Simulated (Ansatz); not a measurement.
# Sn (P-1) in Ansatz: convergence with scf exx energy threshold

Aim: find how far scf exx energy threshold must go before the results for Sn settle, at PBE0. This setting moves, with any that are tied to it; all else stays.

All numbers are computed with Ansatz 0.2.0; they aren't measurements. Logs are shortened: lines on timing, memory, paths and dates and some standing lists are left out, and cuts for length are marked.

### Step 1. The crystal as given

The typed cell holds 1 atom: a = 3.234 Å, b = 3.520 Å, c = 3.421 Å, α = 119.67°, β = 114.67°, γ = 94.75°.

This isn't the form of Sn at room conditions, which is tetragonal (white tin).

### Step 2. With scf exx energy threshold 0.01

Contents of input.yaml:

```yaml
crystal:
  lattice:
    - [-1.66643981, 1.70778749, 2.18280218]
    - [1.79387178, -1.85892325, 2.39165312]
    - [1.69371338, 1.88544402, -2.29756241]
  atoms:
    - { symbol: Sn, position: [0.0, 0.0, 0.0] }
hamiltonian:
  xc: pbe0
  pseudopotentials: { kind: paw }
kpoints:
  mp_grid: { grid: [5, 5, 5] }
scf:
  occupations: { method: methfessel_paxton, width: 0.1 }
  exx: { energy_threshold: 0.01 }
output:
  forces: true
  stress: true
  eigenvalues: true
```

Potentials or basis: Ansatz PAW.

Command:

```bash
$ ansatz run input.yaml --threads 2 --pin off --max-ram 5632MiB --backend cpu --events-out ev --progress --plain --runs-dir out
```

Wall time 14 s (2 threads of Intel Xeon Platinum 8488C (Sapphire Rapids), shared host); peak memory 0.73 GiB.

Results:

* Free energy: -6027.3865 eV
* Pressure: -2.7 GPa
* Band gap on the k mesh: none (metal or under the smearing width)

### Step 3. With scf exx energy threshold 0.001

input.yaml, as its differences from that of step 2:

```diff
@@ -14,3 +14,3 @@
   occupations: { method: methfessel_paxton, width: 0.1 }
-  exx: { energy_threshold: 0.01 }
+  exx: { energy_threshold: 0.001 }
 output:
```

Potentials or basis: Ansatz PAW.

Command:

```bash
$ ansatz run input.yaml --threads 2 --pin off --max-ram 5632MiB --backend cpu --events-out ev --progress --plain --runs-dir out
```

Run time: 14 s. Hardware: 2 threads of Intel Xeon Platinum 8488C (Sapphire Rapids), shared host; peak memory 0.74 GiB.

Results:

```
Free energy            : -6027.3865 eV
Pressure               : -2.7 GPa
Band gap on the k mesh : none (metal or under the smearing width)
```

### Step 4. With scf exx energy threshold 0.0001

input.yaml, as its differences from that of step 3:

```diff
@@ -14,3 +14,3 @@
   occupations: { method: methfessel_paxton, width: 0.1 }
-  exx: { energy_threshold: 0.001 }
+  exx: { energy_threshold: 0.0001 }
 output:
```

Command:

```bash
$ ansatz run input.yaml --threads 2 --pin off --max-ram 5632MiB --backend cpu --events-out ev --progress --plain --runs-dir out
```

Wall time 17 s (2 threads of Intel Xeon Platinum 8488C (Sapphire Rapids), shared host); peak memory 0.74 GiB.

Results:

```yaml
Free_energy: -6027.3865 eV
Pressure: -2.7 GPa
Band_gap_on_the_k_mesh: none (metal or under the smearing width)
```

### Step 5. With scf exx energy threshold 1e-05

input.yaml, as its differences from that of step 4:

```diff
@@ -14,3 +14,3 @@
   occupations: { method: methfessel_paxton, width: 0.1 }
-  exx: { energy_threshold: 0.0001 }
+  exx: { energy_threshold: 1.0e-05 }
 output:
```

Command:

```bash
$ ansatz run input.yaml --threads 2 --pin off --max-ram 5632MiB --backend cpu --events-out ev --progress --plain --runs-dir out
```

It took 15 s on 2 threads of Intel Xeon Platinum 8488C (Sapphire Rapids), shared host; peak memory 0.74 GiB.

Results (log left out):

```
Free energy            : -6027.3865 eV
Pressure               : -2.7 GPa
Band gap on the k mesh : none (metal or under the smearing width)
```

### Step 6. With scf exx energy threshold 1e-06

input.yaml, as its differences from that of step 5:

```diff
@@ -14,3 +14,3 @@
   occupations: { method: methfessel_paxton, width: 0.1 }
-  exx: { energy_threshold: 1.0e-05 }
+  exx: { energy_threshold: 1.0e-06 }
 output:
```

Potentials or basis: Ansatz PAW.

Command:

```bash
$ ansatz run input.yaml --threads 2 --pin off --max-ram 5632MiB --backend cpu --events-out ev --progress --plain --runs-dir out
```

It took 13 s on 2 threads of Intel Xeon Platinum 8488C (Sapphire Rapids), shared host; peak memory 0.75 GiB.

It converged, with:

```
Free energy            : -6027.3865 eV
Pressure               : -2.7 GPa
Band gap on the k mesh : none (metal or under the smearing width)
```

### Step 7. With scf exx energy threshold 1e-07

input.yaml, as its differences from that of step 6:

```diff
@@ -14,3 +14,3 @@
   occupations: { method: methfessel_paxton, width: 0.1 }
-  exx: { energy_threshold: 1.0e-06 }
+  exx: { energy_threshold: 1.0e-07 }
 output:
```

Potentials or basis: Ansatz PAW.

Command:

```bash
$ ansatz run input.yaml --threads 2 --pin off --max-ram 5632MiB --backend cpu --events-out ev --progress --plain --runs-dir out
```

Standard output:

```text
Warning: output.stress: scf.convergence.dr2_threshold = 1e-7 eV (the SCF's general default) is looser than the 1e-10 eV advised for a printed stress (1e-10 eV for each atom of the cell: 1). What an SCF threshold leaves in a stress goes as its square root, and in the free energy as the threshold itself, and one threshold admits the most on a small cell: of the crystals measured, under no hybrid functional and no lock of the moments, on runs that ended without the residual-converged pass, on stresses that held no estimate of that error, the worst erred by over 100 MPa in a component at 1e-7 eV an atom and by under 5 at 1e-10. Set scf.convergence.dr2_threshold to 1e-10 eV or tighter. The threshold is an SCF's pass mark: one that does not reach it within its budget of iterations ends unconverged, or closes short of it on a stop that the run arms, and scf.convergence.dr2_threshold's page says what that costs each kind of run
Warning: output.stress: scf.exx.energy_threshold = 1e-7 eV is looser than the 1e-8 eV advised for a stress under a hybrid functional (1e-8 eV for each atom of the cell: 1). Every SCF of the exchange loop can meet its threshold on dr2 while the loop round them stops early: no threshold on dr2 bounds what that leaves in the stress. Set scf.exx.energy_threshold to 1e-8 eV or tighter. The threshold is the loop's pass mark: a loop that does not reach it within its budget of cycles ends unconverged, and scf.exx.energy_threshold's page has the law
Warning: RAYON_NUM_THREADS=2 ignored (pool sized by the plan → 2); use --threads N
Engine: ansatz 0.2.0, x86_64-unknown-linux-gnu
Pseudopotentials: kind: paw
Pseudopotential: Sn, paw, valence charge 14, recommended cutoff 420 eV (normal), Sn.paw.azcp
Functional definition: PBE0
  parameter a = 0.25
  parameter kappa = 0.804
  parameter beta = 0.06672455060314922
  exchange = (1 - a)*pbe_x(kappa = kappa, mu = beta*pi^2/3) + a*exact_x
  correlation = pbe_c(beta = beta)
Crystal: 1 atoms, lattice volume = 28.609 Å³
Basis set: ecut = 420 eV, 559 PW (Γ), exchange–correlation on 48×48×48 points (8 copies of the dense FFT grid, shifted against one another)
Bands: 11, of which v1, the nominal top of the filled ones, is band 7 counted from 1 (6 counted from 0)
Symmetry: 2 space group operations
Space group: P-1 (ITA 2), of the structure as read, at distance tolerance 3.1e-5 Å
k-points: 63 of 125
Non-local potential: Sn, projectors of the file, l = 0: 2, l = 1: 2, l = 2: 2, l = 3: 2
PAW form: soft (Blöchl's): semilocal exchange-correlation on the pseudo side does not see the compensation charge
PAW frozen core: Sn, regenerated for the run's functional, and the local potential with it (the file was generated under x = pbe(κ = 0.804, μ = 0.2195149727645171), c = pbe(β = 0.06672455060314922))
PAW one-centre angular grid: Sn, 590 points (default); XC on 64 Gauss nodes
Initial density: superposition of atomic densities (neutral atoms: chi_scale 0, normalization atom), corrected by the library's trained network
Initial wavefunctions: pseudopotential atomic-orbital guess
Functional: x = pbe(κ = 0.804, μ = 0.2195149727645171), c = pbe(β = 0.06672455060314922), warm-up for x = 0.75 pbe(κ = 0.804, μ = 0.2195149727645171) + 0.25 exact, c = pbe(β = 0.06672455060314922)
SCF iter   1: F=—  HF=-6024.124048 eV  |F-HF|=—  |Δ(HF+E_count)|=         —  Δρ=2.18e-3  dr2=1.70e-3  ethr=1.77e-3  ⟨swp⟩=9.9  Hψ=3261  notcnv=0
preconditioner: auto → none  [insulator: Δε(μ)=0.126 eV  Ē_g=22.907 eV  σ=0.100 eV  W_gap=0.79  n_scr=8 (ndim 8)  ℏωp=26.0 eV  f_vac=0.000  D(μ)=0.54/eV (n_scr^D=0)]
SCF iter   2: F=—  HF=-6024.123977 eV  |F-HF|=—  |Δ(HF+E_count)|=   7.12e-5  S|Δr|=    0.00e0  Δρ=9.06e-4  dr2=2.96e-4  ethr=1.21e-5  ⟨swp⟩=3.4  Hψ=1586  notcnv=0  defer=20
iter 3 solved again at ethr=3.14e-8 eV; its pass at ethr=2.12e-6 eV (dr2=4.39e-6 eV) is discarded
SCF iter   3: F=—  HF=-6024.123965 eV  |F-HF|=—  |Δ(HF+E_count)|=   1.13e-5  S|Δr|=    0.00e0  Δρ=1.43e-4  dr2=3.78e-6  ethr=3.14e-8  ⟨swp⟩=4.5  Hψ=3305  notcnv=0
eigensolver tolerance schedule: the retry pair's looser diagonalisation over-reported the residual by 0.16 of it (diagonalisation noise at 0.17 of the residual, at the tolerance the schedule requests for it); recorded, not acted on — ethr = c·dr2/N_el stays at c = 1.0e-1
SCF iter   4: F=—  HF=-6024.123964 eV  |F-HF|=—  |Δ(HF+E_count)|=   1.03e-6  S|Δr|=    0.00e0  Δρ=3.02e-5  dr2=1.84e-7  ethr=2.70e-8  ⟨swp⟩=3.0  Hψ=1462  notcnv=0
[... 27 lines left out ...]
SCF iter   6: F=—  HF=-6027.386521 eV  |F-HF|=—  |Δ(HF+E_count)|=  8.36e-10  S|Δr|=    0.00e0  Δρ=1.02e-6  dr2=1.60e-7  ethr=5.20e-11  ⟨swp⟩=3.2  Hψ=1492  notcnv=0  defer=1
SCF iter   7: F=—  HF=-6027.386522 eV  |F-HF|=—  |Δ(HF+E_count)|=   1.22e-6  S|Δr|=    0.00e0  Δρ=6.04e-6  dr2=2.13e-8  ethr=1.00e-12  ⟨swp⟩=5.7  Hψ=2370  notcnv=0
SCF iter   8: F=—  HF=-6027.386522 eV  |F-HF|=—  |Δ(HF+E_count)|=   6.78e-9  S|Δr|=    0.00e0  Δρ=6.80e-7  dr2=5.00e-9  ethr=1.00e-12  ⟨swp⟩=4.9  Hψ=2109  notcnv=0
SCF iter   9: F=—  HF=-6027.386522 eV  |F-HF|=—  |Δ(HF+E_count)|=  6.18e-11  S|Δr|=    0.00e0  Δρ=1.32e-7  dr2=4.82e-9  ethr=1.00e-12  ⟨swp⟩=2.7  Hψ=1196  notcnv=0
Mixer restart at iter 9: flushing history
SCF iter  10: F=-6027.386522 eV  HF=-6027.386522 eV  |F-HF|=3.07e-10  |Δ(HF+E_count)|=   2.39e-8  S|Δr|=    0.00e0  Δρ=1.14e-6  dr2=8.29e-10  ethr=1.00e-12  ⟨swp⟩=4.3  Hψ=1855  notcnv=0
SCF 3 converged in 10 iterations: F = -6027.386522 eV  dr2 = 8.29e-10
  Residual-converged pass: ⟨swp⟩=2.2  Hψ=1051  notcnv=0  max |occ|·‖R‖ = 7.2e-7 eV (tolerance 7.7e-7 eV)  dr2=8.29e-10  dr2_onsite=8.68e-12  max |Δocc| = 1.5e-13
hybrid outer 2: dexx = +3.363e-7 eV, tail = 6.78e-9 eV, Δε = 3.59e-3 eV (about 1.07e-4 eV left of the loop's levels)
hybrid SCF converged: 2 outer / 17 inner (+6 warm-up), last move |dexx| = 3.36e-7 eV, tail = 6.78e-9 eV
Stability not checked: this state was not tested for a lower state beside it, because the functional holds exact exchange (a hybrid, or Hartree-Fock), whose exchange loop this test does not read (fock_operator; see scf.lower_state_search)
Free energy (F): -6027.386522 eV
Frozen-core exchange: fock
Harris-Foulkes:  -6027.386522 eV  (|F-HF|=3.07e-10)
Internal energy: -6027.386070 eV  (E = F + TS)
E sigma→0 (E₀):  -6027.386409 eV
Entropy (-TS):   -0.000451 eV (-0.451 meV/atom)
Fermi energy:    9.966512 eV
--- Per-component energies (eV) ---
  E_band       = -122.636646
  E_kinetic    = 184.633368
  E_local      = -860.173718  (includes V_loc(G=0)·N_el)
  E_nonlocal   = -33.776297
  E_hartree    = 534.071229
  E_xc         = -292.609552
  E_vxc        = -73.878214  (∫ρ·V_xc dr)
  E_exx        = -41.729681  (= α·E_x^exact, valence–valence)
  E_paw        = -4186.761656  (= ΣΔE_a)
  E_vpaw       = -324.124794  (= ΣTr[D̂ρ^β])
  E_aug_tail   = -0.000000  (compensation charges beyond the density's cutoff)
  E_ewald      = -1331.312096
  E_core_change = 0.272334  (= ΣΔE_core)
  E_smearing   = -0.000451  (= −TS)
  E_closure    = -0.000000  (closes the sum)
  Σ components = -6027.386522   (vs F -6027.386522, Δ=0.00e0)
--- Forces (eV/Å), atoms counted from 1 ---
  atom   1  Sn     0.00000000     0.00000000     0.00000000
  max |Σ_I F_I| component: 0.00e0 eV/Å
--- Stress (GPa, compression-positive) ---
       -2.074890       1.353635      -0.106363
        1.353635      -5.481696       1.115230
       -0.106363       1.115230      -0.674355
  P = ⅓ Tr σ = -2.7436 GPa (-27.436 kbar)
--- Band table (eV; the first three rows and the last of 63) ---
  k-point 0: bands = ["-14.2460", "-14.2239", "-14.1515", "-14.1506", "-14.1081", "-2.4680", "17.4707", "18.4898", "19.7087", "21.5209", "22.2680"]
  k-point 1: bands = ["-14.2628", "-14.1743", "-14.1678", "-14.1182", "-14.0960", "-1.3897", "14.6398", "14.8868", "17.1382", "18.6478", "20.1205"]
  k-point 2: bands = ["-14.2964", "-14.2201", "-14.0822", "-14.0694", "-14.0536", "1.8614", "7.7762", "12.4672", "14.9541", "16.1017", "18.3342"]
  k-point 62: bands = ["-14.2453", "-14.1869", "-14.1403", "-14.1082", "-14.0467", "0.9244", "9.2357", "13.2302", "14.8107", "18.1684", "21.3061"]
```

Wall time 14 s (2 threads of Intel Xeon Platinum 8488C (Sapphire Rapids), shared host); peak memory 0.74 GiB.

Results:

```
Free energy            : -6027.3865 eV
Pressure               : -2.7 GPa
Band gap on the k mesh : none (metal or under the smearing width)
```

### Step 8. Summary

```tsv
scf exx energy threshold	energy less the tightest run, at zero smearing (meV/atom)	SCF cycles	CPU time (s)	peak memory (GiB)
0.01	0.00	19	25	0.73
0.001	0.00	19	26	0.74
0.0001	0.00	20	30	0.74
1e-05	0.00	20	27	0.74
1e-06	0.00	21	24	0.75
1e-07	0.00	23	26	0.74
```

Against the tightest run, the energy stays within 1 meV/atom from 0.01 on. The tightest run that finished is the yardstick and may itself not be fully converged.

Caveats: all runs use coarse meshes; the PAW data sets come from PBE, with cores solved anew for the run's functional, which leaves a small shift of forces and pressure; the thresholds are loose for stress.
